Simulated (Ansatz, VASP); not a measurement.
**One calculation of AlN, two programs**

File INCAR:

```
SYSTEM = AlN
ALGO = Normal
EDIFF = 1E-6
ENCUT = 520
GGA = PE
ISIF = 2
ISMEAR = 0
LASPH = .TRUE.
LCHARG = .FALSE.
LREAL = .FALSE.
LWAVE = .FALSE.
NBANDS = 11
NELM = 60
PREC = Accurate
SIGMA = 0.05
```

File KPOINTS:

```
k-points
0
G
  10 10 10
  0 0 0
```

POSCAR

```
AlN
1.0
    0.0000000000      2.3055703484      1.9597347961
    2.3055703484      0.0000000000      1.9597347961
    2.3055703484      2.3055703484      0.0000000000
Al N
1 1
Direct
    0.0000000000      0.0000000000      0.0000000000
    0.7500000000      0.7500000000      0.7500000000
```

Input for Ansatz:

```yaml
crystal:
  lattice:
    - [0.0, 2.3055703484, 1.9597347961]
    - [2.3055703484, 0.0, 1.9597347961]
    - [2.3055703484, 2.3055703484, 0.0]
  atoms:
    - { symbol: Al, position: [0.0, 0.0, 0.0] }
    - { symbol: "N", position: [0.75, 0.75, 0.75] }
basis:
  ecutwfc: 420
kpoints:
  mp_grid: { grid: [10, 10, 10] }
hamiltonian:
  xc: pbe
scf:
  occupations: { method: gaussian, width: 0.05 }
output:
  forces: true
  stress: true
  eigenvalues: true
```

Alike in both runs: task single point; functional PBE; k mesh 10 × 10 × 10; occupations gaussian, width 0.05 eV; no spin polarisation.

```csv
,VASP,Ansatz
version,VASP 6.6.1,Ansatz 0.2.0
potentials or method,"VASP PAW PBE potentials, release 64 (Al, N)","scalar-relativistic, plane waves, PAW"
plane-wave cutoff (eV),520,420
valence electrons in the cell,8,8
```

|  | VASP | Ansatz | Ansatz less VASP |
| --- | --- | --- | --- |
| gap on the k mesh at the Fermi level (eV) | 2.73 | 2.75 | +0.013 |
| least direct gap on the mesh (eV) | 3.74 | 3.74 | -0.008 |
| pressure (GPa) | 2.2 | 2.5 | +0.27 |
| largest component of the traceless stress (GPa) | 8.41 | 8.33 | -0.083 |

The functional is the same, so the differences come from potentials, cutoffs and numerics.

A k mesh can miss the band edges.
